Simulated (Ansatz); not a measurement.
# CdS (F-43m): how the settings move a single-point run

Aim: see which settings change the result for CdS (F-43m), by how much, and at what cost.

The COD entry's cell or inner coordinates are ideal or old and differ from later refinements, so a difference from it is no clean test against experiment.

Computed with Ansatz 0.2.0 (reference: DFT PBE, scalar-relativistic, plane waves, PAW, unless a step's input says otherwise).

## 1. The system as given

It takes space group F-43m (No. 216, cubic). The conventional cell has a = 5.820 Å, b = 5.820 Å, c = 5.820 Å, α = 90.00°, β = 90.00°, γ = 90.00°. Around Cd (site symmetry -43m) lie 4 S at 2.52 Å. Around S (site symmetry -43m) lie 4 Cd at 2.52 Å.

As a file:

```
Cd S
1.0
     0.00000    2.91000    2.91000
     2.91000    0.00000    2.91000
     2.91000    2.91000    0.00000
Cd S
1 1
Direct
  0.00000 0.00000 0.00000
  0.75000 0.75000 0.75000
```

## 2. Reference

Input file input.yaml:

```yaml
crystal:
  lattice:
    - [0.0, 2.9099991734, 2.9099991734]
    - [2.9099991734, 0.0, 2.9099991734]
    - [2.9099991734, 2.9099991734, 0.0]
  atoms:
    - { symbol: Cd, position: [0.0, 0.0, 0.0] }
    - { symbol: S, position: [0.75, 0.75, 0.75] }
basis:
  ecutwfc: 420
  ecutrho_ratio: 4
kpoints:
  mp_grid: { grid: [8, 8, 8] }
hamiltonian:
  xc: pbe
scf:
  occupations: { method: gaussian, width: 0.05 }
output:
  forces: true
  stress: true
  eigenvalues: true
```

Launch:

```bash
ansatz run input.yaml --threads 4 --pin off --max-ram 8192MiB --backend cpu --events-out ev --progress --plain --runs-dir out
```

The main lines of its log:

```text
[...]
Basis set: ecut = 420 eV, 941 PW (Γ), exchange–correlation on 60×60×60 points (8 copies of the dense FFT grid, shifted against one another)
[...]
k-points: 29 of 512 (time reversal used)
[...]
SCF iter   1: F=—  HF=-9157.800767 eV  |F-HF|=—  |Δ(HF+E_count)|=         —  Δρ=5.95e-4  dr2=2.08e-4  ethr=1.77e-3  ⟨swp⟩=5.3  Hψ=2395  notcnv=0
preconditioner: auto → none  [insulator: Δε(μ)=1.155 eV  Ē_g=12.404 eV  σ=0.050 eV  W_gap=1.00  n_scr=14 (ndim 8)  ℏωp=22.4 eV  f_vac=0.127  D(μ)=0.00/eV (n_scr^D=0)  ε∞_Penn≈4.3]
SCF iter   2: F=—  HF=-9157.801406 eV  |F-HF|=—  |Δ(HF+E_count)|=   6.39e-4  Δρ=3.32e-4  dr2=3.21e-5  ethr=8.02e-7  ⟨swp⟩=2.6  Hψ=1132  notcnv=0
[...]
SCF iter   5: F=-9157.801466 eV  HF=-9157.801466 eV  |F-HF|=4.35e-8  |Δ(HF+E_count)|=   1.80e-6  Δρ=7.11e-6  dr2=3.62e-8  ethr=9.07e-10  ⟨swp⟩=2.0  Hψ=754  notcnv=0
SCF iter   6: F=-9157.801466 eV  HF=-9157.801466 eV  |F-HF|=2.63e-9  |Δ(HF+E_count)|=   5.84e-8  Δρ=3.03e-6  dr2=3.08e-9  ethr=1.39e-10  ⟨swp⟩=2.0  Hψ=1740  notcnv=0
[...]
SCF converged after 6 iterations
Free energy (F): -9157.801466 eV
[...]
E sigma→0 (E₀):  -9157.801466 eV
Fermi energy:    7.586236 eV
[...]
  P = ⅓ Tr σ = 3.2974 GPa (32.974 kbar)
[...]
```

Wall time 0.75 s (4 threads of Arm Neoverse V1, shared host); peak memory 0.32 GiB.

## 3. Variant: symmetry.detect false, basis.precision f64, eigensolver.kind davidson, accuracy low

input.yaml: that of step 2 with these lines changed.

```diff
@@ -8,2 +8,3 @@
     - { symbol: S, position: [0.75, 0.75, 0.75] }
+  symmetry: { detect: false }
 basis:
@@ -11,2 +12,3 @@
   ecutrho_ratio: 4
+  precision: f64
 kpoints:
@@ -17,2 +19,3 @@
   occupations: { method: gaussian, width: 0.05 }
+  eigensolver: { kind: davidson }
 output:
@@ -20,2 +23,2 @@
   stress: true
-  eigenvalues: true
+accuracy: low
```

Launch:

```bash
ansatz run input.yaml --threads 4 --pin off --max-ram 8192MiB --backend cpu --events-out ev --progress --plain --runs-dir out
```

The program printed, cut to the lines that bear on the results:

```text
Warning: RAYON_NUM_THREADS=4 ignored (pool sized by the plan → 4); use --threads N
[...]
Pseudopotentials: kind: paw
Pseudopotential: Cd, paw, valence charge 20, recommended cutoff 420 eV (normal), Cd.paw.azcp
Pseudopotential: S, paw, valence charge 6, recommended cutoff 420 eV (normal), S.paw.azcp
Functional definition: PBE
[...]
Crystal: 2 atoms, lattice volume = 49.284 Å³
Basis set: ecut = 420 eV, 941 PW (Γ), exchange–correlation on 60×60×60 points (8 copies of the dense FFT grid, shifted against one another)
Bands: 17, of which v1, the nominal top of the filled ones, is band 13 counted from 1 (12 counted from 0)
Symmetry: 1 space group operations
k-points: 260 of 512 (time reversal used)
[...]
SCF iter   1: F=—  HF=-9157.801301 eV  |F-HF|=—  |Δ(HF+E_count)|=         —  Δρ=5.31e-4  dr2=2.00e-4  ethr=1.77e-3  ⟨swp⟩=9.5  Hψ=21074  notcnv=0
[...]
SCF iter   6: F=-9157.801466 eV  HF=-9157.801466 eV  |F-HF|=2.06e-9  |Δ(HF+E_count)|=   3.66e-8  Δρ=9.95e-7  dr2=5.54e-10  ethr=2.41e-11  ⟨swp⟩=3.1  Hψ=9756  notcnv=0
[...]
SCF converged after 6 iterations
Free energy (F): -9157.801466 eV
[...]
E sigma→0 (E₀):  -9157.801466 eV
Fermi energy:    7.586253 eV
[...]
--- Forces (eV/Å), atoms counted from 1 ---
  atom   1  Cd     0.00000019     0.00000008    -0.00000006
  atom   2  S      0.00000020    -0.00000007    -0.00000022
[...]
--- Stress (GPa, compression-positive) ---
        3.297367       0.000001       0.000000
        0.000001       3.297368      -0.000001
        0.000000      -0.000001       3.297368
  P = ⅓ Tr σ = 3.2974 GPa (32.974 kbar)
```

It took 5.8 s on 4 threads of Arm Neoverse V1, shared host; peak memory 0.41 GiB.

The changed input (use of symmetry, arithmetic precision, solver and accuracy level) leaves the energy the same to the digits printed.

## 4. Changed: symmetry.detect false, xc pbesol

input.yaml: that of step 2 with these lines changed.

```diff
@@ -8,2 +8,3 @@
     - { symbol: S, position: [0.75, 0.75, 0.75] }
+  symmetry: { detect: false }
 basis:
@@ -14,3 +15,3 @@
 hamiltonian:
-  xc: pbe
+  xc: pbesol
 scf:
@@ -20,2 +21,5 @@
   stress: true
-  eigenvalues: true
+  write_density: true
+  write_potential: true
+  elf: true
+  volumetric_format: npy
```

Launch:

```bash
ansatz run input.yaml --threads 4 --pin off --max-ram 8192MiB --backend cpu --events-out ev --progress --plain --runs-dir out
```

The program printed, cut to the lines that bear on the results:

```text
Warning: RAYON_NUM_THREADS=4 ignored (pool sized by the plan → 4); use --threads N
[...]
Pseudopotentials: kind: paw
Pseudopotential: Cd, paw, valence charge 20, recommended cutoff 420 eV (normal), Cd.paw.azcp
Pseudopotential: S, paw, valence charge 6, recommended cutoff 420 eV (normal), S.paw.azcp
Functional definition: PBEsol
[...]
Crystal: 2 atoms, lattice volume = 49.284 Å³
Basis set: ecut = 420 eV, 941 PW (Γ), exchange–correlation on 60×60×60 points (8 copies of the dense FFT grid, shifted against one another)
Bands: 17, of which v1, the nominal top of the filled ones, is band 13 counted from 1 (12 counted from 0)
Symmetry: 1 space group operations
k-points: 260 of 512 (time reversal used)
[...]
SCF iter   1: F=—  HF=-9070.228320 eV  |F-HF|=—  |Δ(HF+E_count)|=         —  Δρ=5.29e-3  dr2=1.85e-2  ethr=1.77e-3  ⟨swp⟩=5.5  Hψ=21756  notcnv=0
[...]
SCF iter   6: F=-9070.222974 eV  HF=-9070.222973 eV  |F-HF|=9.10e-9  |Δ(HF+E_count)|=   1.08e-7  Δρ=5.28e-6  dr2=8.82e-9  ethr=3.85e-10  ⟨swp⟩=8.8  Hψ=28837  notcnv=0
[...]
SCF converged after 6 iterations
Free energy (F): -9070.222974 eV
[...]
E sigma→0 (E₀):  -9070.222974 eV
Fermi energy:    7.408917 eV
[...]
--- Forces (eV/Å), atoms counted from 1 ---
  atom   1  Cd     0.00000002     0.00000006     0.00000003
  atom   2  S      0.00000002     0.00000001     0.00000000
[...]
--- Stress (GPa, compression-positive) ---
        0.138255       0.000000       0.000000
        0.000000       0.138255       0.000000
        0.000000       0.000000       0.138254
  P = ⅓ Tr σ = 0.1383 GPa (1.383 kbar)
--- Band table (eV; the first three rows and the last of 260) ---
  k-point 0: bands = ["-94.3092", "-55.4115", "-55.4115", "-55.4115", "-5.5214", "-0.8503", "-0.8503", "-0.8503", "-0.3528", "-0.3528", "6.8993", "6.8993", "6.8993", "7.9158", "13.3171", "13.3171", "13.3171"]
[...]
```

Run time: 6.8 s. Hardware: 4 threads of Arm Neoverse V1, shared host; peak memory 0.53 GiB.

A change of functional puts the total energy on another scale; the pressure goes from 3.3 to 0.1 GPa and the gap on the mesh goes from 1.16 to 1.02 eV. At this fixed cell a lower pressure means that this functional prefers a smaller volume than the reference.

## 5. Variant: basis.precision f64, mp_grid.grid [6, 6, 6], chi_scale 0.3, eigensolver.kind davidson

input.yaml: that of step 2 with these lines changed.

```diff
@@ -11,4 +11,5 @@
   ecutrho_ratio: 4
+  precision: f64
 kpoints:
-  mp_grid: { grid: [8, 8, 8] }
+  mp_grid: { grid: [6, 6, 6] }
 hamiltonian:
@@ -17,2 +18,4 @@
   occupations: { method: gaussian, width: 0.05 }
+  initial_density: { chi_scale: 0.3 }
+  eigensolver: { kind: davidson }
 output:
@@ -20,2 +23,5 @@
   stress: true
-  eigenvalues: true
+  write_density: true
+  write_potential: true
+  elf: true
+  volumetric_format: npy
```

Launch:

```bash
ansatz run input.yaml --threads 4 --pin off --max-ram 8192MiB --backend cpu --events-out ev --progress --plain --runs-dir out
```

The program printed, cut to the lines that bear on the results:

```text
Warning: RAYON_NUM_THREADS=4 ignored (pool sized by the plan → 4); use --threads N
[...]
Pseudopotentials: kind: paw
Pseudopotential: Cd, paw, valence charge 20, recommended cutoff 420 eV (normal), Cd.paw.azcp
Pseudopotential: S, paw, valence charge 6, recommended cutoff 420 eV (normal), S.paw.azcp
Functional definition: PBE
[...]
Crystal: 2 atoms, lattice volume = 49.284 Å³
Basis set: ecut = 420 eV, 941 PW (Γ), exchange–correlation on 60×60×60 points (8 copies of the dense FFT grid, shifted against one another)
Bands: 17, of which v1, the nominal top of the filled ones, is band 13 counted from 1 (12 counted from 0)
Symmetry: 24 space group operations
Space group: F-43m (ITA 216), of the structure as read, at distance tolerance 3.7e-5 Å
k-points: 16 of 216 (time reversal used)
[...]
SCF iter   1: F=—  HF=-9159.589478 eV  |F-HF|=—  |Δ(HF+E_count)|=         —  Δρ=8.71e-2  dr2=5.02e0  ethr=1.00e-1  ⟨swp⟩=6.1  Hψ=830  notcnv=0
[...]
SCF iter   7: F=-9157.799289 eV  HF=-9157.799289 eV  |F-HF|=2.49e-8  |Δ(HF+E_count)|=   1.12e-6  Δρ=1.62e-5  dr2=7.33e-8  ethr=1.23e-8  ⟨swp⟩=3.1  Hψ=595  notcnv=0
[...]
SCF converged after 7 iterations
Free energy (F): -9157.799289 eV
[...]
E sigma→0 (E₀):  -9157.799289 eV
Fermi energy:    7.587887 eV
[...]
--- Forces (eV/Å), atoms counted from 1 ---
  atom   1  Cd    -0.00000000     0.00000000     0.00000000
  atom   2  S      0.00000000    -0.00000000    -0.00000000
[...]
--- Stress (GPa, compression-positive) ---
        3.305300       0.000000      -0.000000
        0.000000       3.305300       0.000000
       -0.000000       0.000000       3.305300
  P = ⅓ Tr σ = 3.3053 GPa (33.053 kbar)
--- Band table (eV; the first three rows and the last of 16) ---
  k-point 0: bands = ["-94.3044", "-55.3772", "-55.3772", "-55.3772", "-5.3991", "-0.7406", "-0.7406", "-0.7406", "-0.2508", "-0.2508", "7.0075", "7.0075", "7.0075", "8.1659", "13.5300", "13.5300", "13.5300"]
[...]
```

It took 0.78 s on 4 threads of Arm Neoverse V1, shared host; peak memory 0.29 GiB.

Changing the arithmetic precision, k-point mesh, start and solver moves the energy by +1.1 meV/atom. The energy is not variational in the mesh, so the sign tells nothing. The other settings changed steer the path, not the converged energy, so the shift is the mesh's.

## 6. All runs together

| run | ending | energy change | pressure (GPa) | gap (eV) | force (eV/Å) | cycles | time |
| --- | --- | --- | --- | --- | --- | --- | --- |
| reference | converged | 0 | 3.3 | 1.16 | 0.00 | 6 | 0.75 s |
| 1: symmetry.detect false, basis.precision f64, eigensolver.kind davidson, accuracy low | converged | 0.0 meV/atom | 3.3 | 1.16 | 0.00 | 6 | 5.8 s |
| 2: symmetry.detect false, xc pbesol | converged | not comparable | 0.1 | 1.02 | 0.00 | 6 | 6.8 s |
| 3: basis.precision f64, mp_grid.grid [6, 6, 6], chi_scale 0.3, eigensolver.kind davidson | converged | +1.1 meV/atom | 3.3 | 1.16 | 0.00 | 7 | 0.78 s |

Times don't compare one to one where runs were asked for different outputs or read a saved state (see the inputs); cycles may leave out searches for a lower state.

Residual by cycle in the longest SCF loop of each run; runs are numbered as in the table. The quantity is the density residual dr2, in eV.

```csv
cycle,reference,run 1,run 2,run 3
1,2.1e-4,2.0e-4,0.0185,5.02
2,3.2e-5,2.0e-5,3.2e-4,0.61
3,3.1e-6,2.7e-6,6.1e-5,0.025
4,2.4e-7,2.7e-7,2.4e-5,8.5e-4
5,3.6e-8,6.4e-9,1.6e-7,6.0e-5
6,3.1e-9,5.5e-10,8.8e-9,3.2e-6
7,-,-,-,7.3e-8
```

What this shows: Of the converged runs whose energies compare with the reference's, «basis.precision f64, mp_grid.grid [6, 6, 6], chi_scale 0.3, eigensolver.kind davidson» moves the energy most (+1.1 meV/atom) and «symmetry.detect false, basis.precision f64, eigensolver.kind davidson, accuracy low» least (0.0 meV/atom).

The gaps are Kohn-Sham values of a semilocal functional, not quasiparticle or optical gaps. Such gaps usually fall short of the measured ones.
